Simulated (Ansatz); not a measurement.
**Rh in Ansatz: the effect of functional**

Crystal: Rh.

```
Rh
1.0
     0.00000    1.91042    1.91042
     1.91042    0.00000    1.91042
     1.91042    1.91042    0.00000
Rh
1
Cartesian
  0.0000 0.0000 0.0000
```

The cell isn't the ideal one: volume scaled by 1.02.

Alike in all runs:

| Property | Result |
| --- | --- |
| Program | Ansatz 0.2.0 |
| Task | single point |
| Potentials or basis | Ansatz PAW |
| k mesh | 12 × 12 × 12 |
| Occupations | fermi-dirac, width 0.05 eV |
| Spin | no spin polarisation |

Q: One run gave: pressure 1.7 GPa. Which functional did it use?
A. r2SCAN
B. PBE
C. LDA

A: B.

```tsv
functional	cutoff	pressure (GPa)
LDA	420 eV (not typed: the program's choice for these potentials)	-14.9
r2SCAN	500 eV (not typed: the program's choice for these potentials)	-4.6
PBE	420 eV (not typed: the program's choice for these potentials)	1.7
```

Caveats: the PAW data sets come from PBE, with cores solved anew for the run's functional, which leaves a small shift of forces and pressure (some runs).
